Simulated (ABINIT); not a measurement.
A run of ABINIT 10.8.3 (patched build) is set up as follows.

Contents of run.abi:

```
# Datasets: one volume each
ndtset 7
getwfk -1
scalecart1 3*0.9795861087
scalecart2 3*0.9864848297
scalecart3 3*0.9932883884
scalecart4 3*1.0000000000
scalecart5 3*1.0066227096
scalecart6 3*1.0131594038
scalecart7 3*1.0196128224

# Pseudopotentials
pp_dirpath "./"
pseudos "73_Ta_13_2.2_2.6_pbe_n_v1.0.psp8, 07_N_5_1.2_1.4_pbe_n_v1.0.psp8"

# Structure
acell 5.9097083415 5.9097083415 5.9097083415
rprim
     0.0000000000     0.7071067812     0.7071067812
     0.7071067812     0.0000000000     0.7071067812
     0.7071067812     0.7071067812     0.0000000000
ntypat 2
znucl 73 7
natom 2
typat 1 2
xred
     0.5000000000     0.5000000000     0.5000000000
     0.0000000000     0.0000000000     0.0000000000

# Plane-wave basis
ecut 35.0

# k points
kptopt 1
ngkpt 10 10 10
nshiftk 1
shiftk 0.0 0.0 0.0

# Exchange and correlation
ixc 11

# Bands and occupations
nband 13
occopt 3
tsmear 0.00183747

# SCF cycle
nstep 100
tolvrs 1.0e-10

# Output
iomode 3
prtwf 1
prtden 0
prteig 0
prtebands 0
enunit 1
```

Potentials or basis: SPMS NC PBE v1.0.

Launch:

```console
$ abinit run.abi > log 2>&1
```

**Question.** What does it give for the equilibrium volume?

**Answer.** 10.76 Å³/atom.

**Question.** What does it give for the bulk modulus?

**Answer.** 328 GPa.

Energy against volume, from the lowest point:
```
volume (Å³/atom)  energy (meV/atom)
          10.164              37.55
          10.381              14.56
          10.597               2.43
          10.813               0.00
          11.030               6.23
          11.246              20.28
          11.462              41.30
```

Caveat: pressures at fixed basis lie under the slope of the energies; the highest band is partly filled, so the run has too few bands. The run has no spin-orbit coupling, so splittings on Ta are missing.
